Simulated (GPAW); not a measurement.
# Does In15CoAs16 (InAs32 Co1) carry moments in GPAW?, part 2 of 2

Wanted: the moments of In15CoAs16 (InAs32 Co1) and the energy gained by spin polarisation.

GPAW 26.7.0; PBE; plane waves with GPAW's PAW setups, scalar-relativistic.

So far. Step 2 (Start 1: ferro +): After 33 cycles the largest moment stands at 2.03 μB.

## Step 3: Run 2 (no spin polarisation)

This run holds no moments, which gives a state to set the others against.

Input file nospin.py:

```python
import json
import numpy as np
from ase import Atoms
from ase.parallel import paropen, parprint
from gpaw import GPAW

atoms = Atoms(['Co', 'As', 'In', 'As', 'In', 'As', 'In', 'As', 'In', 'As', 'In', 'As', 'In', 'As', 'In', 'As', 'In', 'As', 'In', 'As', 'In', 'As', 'In', 'As', 'In', 'As', 'In', 'As', 'In', 'As', 'In', 'As'],
    cell=[[12.116, 0.0, 0.0],
         [0.0, 12.116, 0.0],
         [0.0, 0.0, 6.058]],
    scaled_positions=[[0.0, 0.0, 0.0],
         [0.125, 0.125, 0.25],
         [0.0, 0.25, 0.5],
         [0.125, 0.375, 0.75],
         [0.25, 0.0, 0.5],
         [0.375, 0.125, 0.75],
         [0.25, 0.25, 0.0],
         [0.375, 0.375, 0.25],
         [0.0, 0.5, 0.0],
         [0.125, 0.625, 0.25],
         [0.0, 0.75, 0.5],
         [0.125, 0.875, 0.75],
         [0.25, 0.5, 0.5],
         [0.375, 0.625, 0.75],
         [0.25, 0.75, 0.0],
         [0.375, 0.875, 0.25],
         [0.5, 0.0, 0.0],
         [0.625, 0.125, 0.25],
         [0.5, 0.25, 0.5],
         [0.625, 0.375, 0.75],
         [0.75, 0.0, 0.5],
         [0.875, 0.125, 0.75],
         [0.75, 0.25, 0.0],
         [0.875, 0.375, 0.25],
         [0.5, 0.5, 0.0],
         [0.625, 0.625, 0.25],
         [0.5, 0.75, 0.5],
         [0.625, 0.875, 0.75],
         [0.75, 0.5, 0.5],
         [0.875, 0.625, 0.75],
         [0.75, 0.75, 0.0],
         [0.875, 0.875, 0.25]],
    pbc=True)
atoms.calc = GPAW(mode={'name': 'pw', 'ecut': 450},
    xc='PBE',
    kpts={'size': (3, 3, 5), 'gamma': True},
    occupations={'name': 'fermi-dirac', 'width': 0.05},
    convergence={'density': 1e-05, 'energy': 1e-05},
    maxiter=200,
    mixer={'name': 'pulay', 'beta': 0.05, 'nmaxold': 6, 'weight': 50},
    symmetry={'tolerance': 1e-4},
    txt='nospin.txt')
e = atoms.get_potential_energy(force_consistent=True)
res = {'free_energy': e, 'energy_sigma0': atoms.get_potential_energy(), 'fermi_energy': atoms.calc.get_fermi_level()}
parprint(f'free energy: {e:.6f} eV')
atoms.calc.write('nospin.gpw')
with paropen('results.json', 'w') as f:
    json.dump(res, f)
```

On the command line:

```sh
$ OMP_NUM_THREADS=1 mpirun -n 4 gpaw python nospin.py > nospin.log
```

Numbers of over 12 decimals in the logs are rounded to 6 here.

What it wrote:

```text
free energy: -128.340091 eV

--- nospin.txt ---
Input parameters:
  mode=PW(ecut=450),
  convergence={'density': 1e-05, 'energy': 1e-05},
  kpts=MonkhorstPack(size=(3, 3, 5), gamma=True),
  maxiter=200,
  mixer=Pulay(name='pulay', nmaxold=6, beta=0.05, weight=50, sigma=0.015, g_ss=None),
  occupations=Occupations(name='fermi-dirac', width=0.05),
  symmetry=Symmetry(tolerance=0.0001),
  xc=XC(name='PBE')

Diagonalizing LCAO Hamiltonian
Converting LCAO to pw mode
        .-----------------------------.
       /|                             |
      / |                             |
     /  |  As             As          |
    /   |        As             As    |
   /  In|            In               |
  /    As         As  As         As   |
 *      .---In-------------In---------.
 |     / As  As         As  As       /
 | In /       In  In         In     /
 |   In In     As   In  In    As   /
 |  / As             As           /
 | /      In             In      /
 |/                             /
 Co-------------In-------------*

Atoms  # Å, Bohr magnetons
|    | symbol |         x |         y |        z |    initial magnetic moments |
|----|--------|-----------|-----------|----------|-----------------------------|
|  0 |     Co |  0.000000 |  0.000000 | 0.000000 | ( 0.0000,  0.0000,  0.0000) |
|  1 |     As |  1.514500 |  1.514500 | 1.514500 | ( 0.0000,  0.0000,  0.0000) |
|  2 |     In |  0.000000 |  3.029000 | 3.029000 | ( 0.0000,  0.0000,  0.0000) |
|  3 |     As |  1.514500 |  4.543500 | 4.543500 | ( 0.0000,  0.0000,  0.0000) |
|  4 |     In |  3.029000 |  0.000000 | 3.029000 | ( 0.0000,  0.0000,  0.0000) |
|  5 |     As |  4.543500 |  1.514500 | 4.543500 | ( 0.0000,  0.0000,  0.0000) |
|  6 |     In |  3.029000 |  3.029000 | 0.000000 | ( 0.0000,  0.0000,  0.0000) |
|  7 |     As |  4.543500 |  4.543500 | 1.514500 | ( 0.0000,  0.0000,  0.0000) |
|  8 |     In |  0.000000 |  6.058000 | 0.000000 | ( 0.0000,  0.0000,  0.0000) |
|  9 |     As |  1.514500 |  7.572500 | 1.514500 | ( 0.0000,  0.0000,  0.0000) |
| 10 |     In |  0.000000 |  9.087000 | 3.029000 | ( 0.0000,  0.0000,  0.0000) |
| 11 |     As |  1.514500 | 10.601500 | 4.543500 | ( 0.0000,  0.0000,  0.0000) |
| 12 |     In |  3.029000 |  6.058000 | 3.029000 | ( 0.0000,  0.0000,  0.0000) |
| 13 |     As |  4.543500 |  7.572500 | 4.543500 | ( 0.0000,  0.0000,  0.0000) |
| 14 |     In |  3.029000 |  9.087000 | 0.000000 | ( 0.0000,  0.0000,  0.0000) |
| 15 |     As |  4.543500 | 10.601500 | 1.514500 | ( 0.0000,  0.0000,  0.0000) |
| 16 |     In |  6.058000 |  0.000000 | 0.000000 | ( 0.0000,  0.0000,  0.0000) |
| 17 |     As |  7.572500 |  1.514500 | 1.514500 | ( 0.0000,  0.0000,  0.0000) |
| 18 |     In |  6.058000 |  3.029000 | 3.029000 | ( 0.0000,  0.0000,  0.0000) |
| 19 |     As |  7.572500 |  4.543500 | 4.543500 | ( 0.0000,  0.0000,  0.0000) |
| 20 |     In |  9.087000 |  0.000000 | 3.029000 | ( 0.0000,  0.0000,  0.0000) |
| 21 |     As | 10.601500 |  1.514500 | 4.543500 | ( 0.0000,  0.0000,  0.0000) |
| 22 |     In |  9.087000 |  3.029000 | 0.000000 | ( 0.0000,  0.0000,  0.0000) |
| 23 |     As | 10.601500 |  4.543500 | 1.514500 | ( 0.0000,  0.0000,  0.0000) |
| 24 |     In |  6.058000 |  6.058000 | 0.000000 | ( 0.0000,  0.0000,  0.0000) |
| 25 |     As |  7.572500 |  7.572500 | 1.514500 | ( 0.0000,  0.0000,  0.0000) |
| 26 |     In |  6.058000 |  9.087000 | 3.029000 | ( 0.0000,  0.0000,  0.0000) |
| 27 |     As |  7.572500 | 10.601500 | 4.543500 | ( 0.0000,  0.0000,  0.0000) |
| 28 |     In |  9.087000 |  6.058000 | 3.029000 | ( 0.0000,  0.0000,  0.0000) |
| 29 |     As | 10.601500 |  7.572500 | 4.543500 | ( 0.0000,  0.0000,  0.0000) |
| 30 |     In |  9.087000 |  9.087000 | 0.000000 | ( 0.0000,  0.0000,  0.0000) |
| 31 |     As | 10.601500 | 10.601500 | 1.514500 | ( 0.0000,  0.0000,  0.0000) |

Unit cell  # Å
| periodic |         x |         y |        z |   lengths |    angles |
|----------|-----------|-----------|----------|-----------|-----------|
|      yes | 12.116000 |  0.000000 | 0.000000 | 12.116000 | 90.000000 |
|      yes |  0.000000 | 12.116000 | 0.000000 | 12.116000 | 90.000000 |
|      yes |  0.000000 |  0.000000 | 6.058000 |  6.058000 | 90.000000 |

Number of symmetries: 8

BZ-sampling:
  Number of BZ points: 45
  Number of IBZ points: 9

  Monkhorst-Pack size: [3, 3, 5]
  Monkhorst-Pack shift: [0, 0, 0]

Plane wave coefficients: 19320
Cutoff: 450.000000 eV

Spin-components: 1 (collinear spins)
Bands:           175
Projectors:      176
Spin-degeneracy: 2
Datatype:        complex128

Parallelization:
  kpt:    2
  domain: 2
  band:   1

Density:
  Valence electrons: 284.0
  Components: 1
  Grid points: [60 60 30]
  Charge: 0.0  # |e|

Potential:
  Grid points: [60 60 30]

[... setups left out ...]
Reference energy: -3421581.582410  # eV

eigensolver:
  PPCG
  Converge bands: occupied
  niter=2

density mixing:
  Pulay-Mixer
  Linear mixing parameters: 0.05
  Old densities: 6
  Fourier metric: weight=50, sigma=0.015

occupation numbers:
  Fermi-Dirac:
    width: 0.0500  # eV

poisson solver:
  ecut: 3600.000000  # eV

xc functional:
  name: PBE with 2 nearest neighbor stencil

convergence criteria:
- Maximum integral of absolute [dens]ity change: 1e-05 electrons / valence electron
- Maximum [total energy] change in last 3 cyles: 1e-05 eV / valence electron
- Maximum integral of absolute [eigenst]ate change: 4e-08 eV^2 / valence electron
maximum number of iterations: 200

SCF iterations
|iter     |      energy | eigst |  dens |
|---------|-------------|-------|-------|
|iter:   1|       0s | -133.981958 | -0.36 |       |
|iter:   2|      21s | -130.723946 | -1.47 | -1.16 |
|iter:   3|      42s | -130.212434 | -2.58 | -1.22 |
|iter:   4|      64s | -128.456042 | -1.38 | -1.25 |
|iter:   5|      86s | -128.342891 | -2.66 | -1.55 |
|iter:   6|     107s | -128.372078 | -2.42 | -1.60 |
|iter:   7|     127s | -128.396313 | -3.33 | -1.85 |
|iter:   8|     149s | -128.280729 | -2.71 | -1.87 |
|iter:   9|     170s | -128.281824 | -4.13 | -2.51 |
|iter:  10|     191s | -128.280050c| -4.70 | -2.64 |
|iter:  11|     212s | -128.280204c| -4.91 | -2.84 |
|iter:  12|     233s | -128.280161c| -5.28 | -3.08 |
|iter:  13|     254s | -128.280159c| -6.10 | -3.35 |
|iter:  14|     275s | -128.280148c| -7.26 | -3.42 |
|iter:  15|     295s | -128.280207c| -6.66 | -3.45 |
|iter:  16|     316s | -128.280240c| -7.20 | -3.63 |
|iter:  17|     336s | -128.280274c| -6.92 | -3.74 |
|iter:  18|     358s | -128.280282c| -7.41c| -3.97 |
|iter:  19|     369s | -128.280283c| -7.75c| -4.11 |
|iter:  20|     391s | -128.280285c| -7.66c| -4.19 |
|iter:  21|     412s | -128.280283c| -8.16c| -4.33 |
|iter:  22|     422s | -128.280281c| -7.59c| -4.40 |
|iter:  23|     433s | -128.280280c| -8.09c| -4.73 |
|iter:  24|     444s | -128.280280c| -8.35c| -4.83 |
|iter:  25|     455s | -128.280280c| -8.45c| -4.92 |
|iter:  26|     465s | -128.280280c| -8.74c| -5.01c|

Converged in 26 steps
Energy contributions relative to reference atoms: (reference = -3421581.582410)

Energy contributions:
  Kinetic:         394.209947
  Coulomb:        -365.057989
  Zero:              3.376539
  External:          0.000000
  Xc:             -160.748967
  Entropy:          -0.119622
  Spinorbit:         0.000000
  ----------------------------
  Free energy:    -128.340091
  Extrapolated:   -128.280280

dipole moment: (-154.532991, -154.532991, -158.723651)  # |e|*Ang

Fermi level: 4.817
Eigenvalues  # (at kpt = [0.000, 0.000, 0.000])
| band index |      eig [eV] | occ [0-2] |
|------------|---------------|-----------|
|          0 |        -9.853 |     2.000 |
|        ... |               |           |
|        134 |         3.486 |     2.000 |
|        135 |         3.601 |     2.000 |
|        136 |         4.171 |     2.000 |
|        137 |         4.193 |     2.000 |
|        138 |         4.236 |     2.000 |
|        139 |         4.247 |     2.000 |
|        140 |         4.247 |     2.000 |
|        141 |         4.588 |     1.980 |
|        142 |         5.097 |     0.007 |
|        143 |         5.141 |     0.003 |
|        144 |         5.141 |     0.003 |
|        145 |         6.298 |     0.000 |
|        146 |         6.298 |     0.000 |
|        147 |         6.307 |     0.000 |
|        148 |         6.760 |     0.000 |
|        149 |         6.774 |     0.000 |
|        ... |               |           |
|        174 |         9.637 |     0.000 |

No gap
No difference between direct/indirect transitions
```

Wall time 8.3 min (4 MPI ranks of Arm Neoverse V2, shared host); peak memory 2.1 GiB; 33 min of CPU time.

Read from the output:

| Quantity | Value |
| --- | --- |
| final state | non-magnetic (no spin polarisation) |

It lies 672 meV a seeded atom over the first start.

## Step 4: The states side by side

These are free energies at a smearing of 0.05 eV, so its entropy term is in the differences. They are divided by the number of seeded atoms, so that cells of unlike size compare.

Orders:

```csv
start,final state,typed order kept,energy over the lowest (meV a seeded atom),largest site moment (μB),net moment (μB a primitive cell),mesh matched,CPU time (s)
ferro +,ferromagnetic,yes,0,2.033,2.22,yes,4791
no spin polarisation,non-magnetic,-,671.6,0,0,yes,1989
```

## Step 5: Summary of results

| Property | Result |
| --- | --- |
| lower run | with moments |
| largest site moment | 2.03 μB |
| energy gained by spin polarisation | 672 meV a seeded atom |

The crystal holds moments, up to 2.03 μB, and gains 672 meV a seeded atom by them. No antiferromagnetic order was tried, so the session says nothing on how the moments order.

[Logs and program files are shortened in this print: banners, set-up blocks, solver, clock and traceback lines can be left out without a mark of their own.]

[Logs are printed without paths, hosts, clocks, repeated set-up lines and the standing remarks that a program may print on its own settings, such as how far it seeks lower states.]

[Hosts, paths, dates, database ids (printed as entryN), source tags and the programs' standing remarks are cut or masked in the printed files.]

[Where a cell is said to come from a database of computed structures, the database is the Materials Project.]
